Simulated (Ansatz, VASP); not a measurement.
**Two plane-wave programs on Ru**

```
Ru
1.0
     2.79026    0.00000    0.00000
    -1.39513    2.41644    0.00000
     0.00000    0.00000    4.20409
Ru
2
Direct
  0.33333 0.66667 0.25000
  0.66667 0.33333 0.75000
```

Alike in both runs: task single point; functional PBEsol; k mesh 21 × 21 × 12; occupations gaussian, width 0.15 eV; no spin polarisation.

```csv
,VASP,Ansatz
version,VASP 6.6.1,Ansatz 0.2.0
potentials or method,"VASP PAW PBE potentials, release 64 (Ru_pv)","scalar-relativistic, plane waves, PAW"
plane-wave cutoff (eV),520,420
valence electrons in the cell,28,32
```

Ansatz gave:

```
gap on the k mesh at the Fermi level (eV)       : none
pressure (GPa)                                  : -17.2
largest component of the traceless stress (GPa) : 11.06
```

Q: What did VASP give for the same quantities?

A: gap on the k mesh at the Fermi level (eV): none; pressure (GPa): -17.4; largest component of the traceless stress (GPa): 11.03.

A gap of «none» marks a metal or a gap that the smearing closes. The two sets of potentials don't hold the same shells in valence. Ansatz warned: «pseudo_functional_mismatch».

Caveats: so large a pressure means that the cell lies far from this level's equilibrium, or that cutoff or potentials fall short (VASP); the potentials were made for another functional, which shifts forces and pressure (VASP).
